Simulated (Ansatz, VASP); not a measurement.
Two plane-wave programs on Si

```
Si
1.0
     0.00000    1.51746    1.51746
     1.51746    0.00000    1.51746
     1.51746    1.51746    0.00000
Si
1
Direct
  0.00000 0.00000 0.00000
```

Change from the starting cell: volume scaled by 0.5, PAW files.

Alike in both runs: task single point; functional LDA; k mesh 18 × 18 × 18; occupations fermi-dirac, width 0.08 eV; no spin polarisation.

```csv
,VASP,Ansatz
version,VASP 6.6.1,Ansatz 0.2.0
potentials or method,"VASP PAW LDA potentials, release 64 (Si)","PAW with Ansatz's default frozen-core files, scalar-relativistic"
plane-wave cutoff (eV),520,420
valence electrons in the cell,4,4
```

|  | VASP | Ansatz | Ansatz less VASP |
| --- | --- | --- | --- |
| pressure (GPa) | 285.4 | 285.2 | -0.29 |

Caveats: the cell as given lies far from equilibrium; so large a pressure means that the cell lies far from this level's equilibrium, or that cutoff or potentials fall short (VASP).
